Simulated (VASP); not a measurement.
A run of VASP 6.6.1 is set up as follows.

The input INCAR:

```
PREC = Accurate
ENCUT = 520
EDIFF = 1E-6
ISMEAR = 0
SIGMA = 0.05
LREAL = F
LASPH = T
NELM = 100
ALGO = Normal
ISIF = 2
LWAVE = F
LCHARG = T
GGA = PE
LELF = T
LVHAR = T
NBANDS = 11
```

File KPOINTS:

```
regular mesh
0
Gamma
  8 8 8
```

File POSCAR:

```
Pt
1.0
   -1.5556539951      1.5556539951      1.5556539951
    1.5556539951     -1.5556539951      1.5556539951
    1.5556539951      1.5556539951     -1.5556539951
Pt
1
Direct
    0.0000000000      0.0000000000      0.0000000000
```

Potentials or basis: VASP PAW PBE potentials, release 64 (Pt).

The run is started by

```sh
$ cat potpaw_PBE.64/Pt/POTCAR > POTCAR
$ mpirun -np 1 vasp_std > vasp.out
```

Estimate the pressure.

14.8 GPa.

Predict the band gap on the k mesh.

none (metal or under the smearing width).

Spin-orbit coupling is left out, which matters for the levels of Pt.
